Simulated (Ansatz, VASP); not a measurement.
# MoS2 in VASP and in Ansatz

```xyz
3
Lattice="3.1600 0.0000 0.0000 -1.5800 2.7366 0.0000 0.0000 0.0000 19.1300" Properties=species:S:1:pos:R:3 pbc="T T T"
S     1.5800    0.9122    7.9941
S     1.5800    0.9122   11.1359
Mo    0.0000    0.0000    9.5650
```

Alike in both runs: task single point; functional r2SCAN; k mesh 12 × 12 × 1; no spin polarisation.

|  | VASP | Ansatz |
| --- | --- | --- |
| version | VASP 6.6.1 | Ansatz 0.2.0 |
| potentials or method | VASP PAW PBE potentials, release 64 (S, Mo_sv) | scalar-relativistic, plane waves, PAW |
| plane-wave cutoff (eV) | 520 | 500 |
| occupations | gaussian, width 0.01 eV | fixed |
| valence electrons in the cell | 26 | 26 |

```csv
,VASP,Ansatz,Ansatz less VASP
gap on the k mesh at the Fermi level (eV),1.88,1.87,-0.008
least direct gap on the mesh (eV),1.88,1.87,-0.008
```

Ansatz warned: «xc_potential_rough_in_thin_density».

Caveats: the PAW data sets were made with another functional, which shifts forces and pressure a little (VASP). r2SCAN opens gaps a little over a GGA but as a rule still falls short of measured ones.
